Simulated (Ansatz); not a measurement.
NiAs-type GdN

The computed numbers are results of PBE+U (U_eff = 6 eV on Gd 4f), scalar-relativistic (collinear spin) in the plane-wave PAW code Ansatz at 420 eV, 10×10×6 k-mesh, Gaussian smearing of 0.05 eV; PAW files: Ansatz's generated set soft_2.

```yaml
crystal:
  lattice:
    - [3.47598, 0.00000, 0.00000]
    - [-1.73799, 3.01028, 0.00000]
    - [0.00000, 0.00000, 6.11482]
  atoms:
    - { symbol: Gd, position: [0.00000, 0.00000, 0.00000] }
    - { symbol: Gd, position: [0.00000, 0.00000, 0.50000] }
    - { symbol: N, position: [0.33333, 0.66667, 0.25000] }
    - { symbol: N, position: [0.66667, 0.33333, 0.75000] }
```

This is a trial structure; measured cells of the compound in the Crystallography Open Database are in space group Fm-3m (rock salt).

Magnetic state: ferromagnetic, site spin moments Gd 6.95; N -0.13 μB.

The geometry was relaxed with PBE+U and stays fixed; the gap of the first row includes a band path, the others are on their meshes. A negative pressure means that the level wants a smaller cell.

```csv
level,k-mesh,gap (eV),P (GPa),largest spin moment (μB),f electrons (Löwdin)
PBE+U (U_eff = 6 eV on Gd 4f),10×10×6,metal,0.0,6.95,7.05
HSE06,8×8×4,0.24,-2.9,6.95,7.06
PBE+U (U_eff = 1 eV on Gd 4f),10×10×6,metal,-1.5,6.88,7.11
PBE+U (U_eff = 3 eV on Gd 4f),10×10×6,metal,-0.8,6.92,7.08
```

(1) Give the gap, the largest spin moment and the pressure for PBE+U (U_eff = 5 eV on Gd 4f) (10×10×6).

(2) And under PBE+U (U_eff = 6 eV on Gd 4f) with spin–orbit coupling, moments started along [001] (10×10×6): gap, the largest spin moment, pressure?

Answers:

(1) Gap zero (metallic), pressure -0.3 GPa, largest spin moment 6.94 μB.

(2) Gap zero (metallic), pressure -0.1 GPa, largest spin moment 6.69 μB.

**Why the levels differ.**

To first order a pressure P at this geometry moves the equilibrium volume by ΔV/V ≈ P/B0, with B0 = 137 GPa from PBE+U's equation of state: PBE+U (U_eff = 3 eV on Gd 4f) −0.82/136.9 = −0.6 %, about 15.9 Å³/atom; PBE+U (U_eff = 1 eV on Gd 4f) −1.46/136.9 = −1.1 %, about 15.8 Å³/atom; HSE06 −2.89/136.9 = −2.1 %, about 15.7 Å³/atom (from 16.00). These are estimates, not relaxations.

From U = 1 to 6 eV on Gd the pressure goes from -1.5 to 0.0 GPa, the crystal stays metallic, and the largest spin moment goes from 6.88 to 6.95 μB. A larger U localises the open shell and takes it out of the bonding, so the cell wants to grow.

Site moments are integrated over atomic spheres, and over Gaussian weights of 0.5 Å with spin–orbit coupling, which catches less, so rows with and without it don't compare exactly; the coupling itself also lowers spin moments.

The run wasn't fully tested for a lower electronic state.

A gap on the mesh alone may close between its points.

The hybrid's mesh is coarser. The hybrid's pressure is less tightly converged. Pressures are a third of the stress tensor's trace.
